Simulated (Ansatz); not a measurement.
Crystal: Cu.

```
Cu
1.0
     0.00000    1.80750    1.80750
     1.80750    0.00000    1.80750
     1.80750    1.80750    0.00000
Cu
1
Direct
  0.00000 0.00000 0.00000
```

```yaml
Program: Ansatz 0.2.0
Task: relaxation of cell and atoms
Functional: revPBE
Dispersion: D4
Potentials_or_basis: Ansatz PAW
Cutoff: "420 eV (not typed: the program's choice for these potentials)"
k_mesh: 13 × 13 × 13
Occupations: fermi-dirac, width 0.05 eV
Spin: no spin polarisation
```

At the start: volume 11.81 Å³/atom.

Q: Where does the relaxation end?

A: It ends after 7 steps and the volume is 11.22 Å³/atom (-5.0 %); space group Fm-3m (No. 225, to 0.05 Å).

The path:
| step | energy change (eV) | largest force (eV/Å) | volume (Å³) |
| --- | --- | --- | --- |
| 1 | 0.0000 | 0.0000 | 11.81 |
| 2 | -0.0115 | 0.0000 | 11.50 |
| 3 | -0.0154 | 0.0000 | 11.19 |
| 4 | -0.0154 | 0.0000 | 11.22 |
| 5 | -0.0147 | 0.0000 | 11.22 |
| 6 | -0.0147 | 0.0000 | 11.22 |
| 7 | -0.0147 | 0.0000 | 11.22 |

Final structure:
```cif
data_structure
_symmetry_space_group_name_H-M 'P 1'
_symmetry_Int_Tables_number 1
_cell_length_a 2.5131
_cell_length_b 2.5131
_cell_length_c 2.5131
_cell_angle_alpha 60.000
_cell_angle_beta 60.000
_cell_angle_gamma 60.000
_cell_volume 11.22
loop_
_atom_site_label
_atom_site_type_symbol
_atom_site_fract_x
_atom_site_fract_y
_atom_site_fract_z
_atom_site_occupancy
Cu1 Cu 0.00000 0.00000 0.00000 1
```

Caveat: the plane-wave basis is chosen anew once the cell has moved, so the energies of steps on either side of that aren't comparable; the PAW data sets come from PBE, with cores solved anew for the run's functional, which leaves a small shift of forces and pressure.
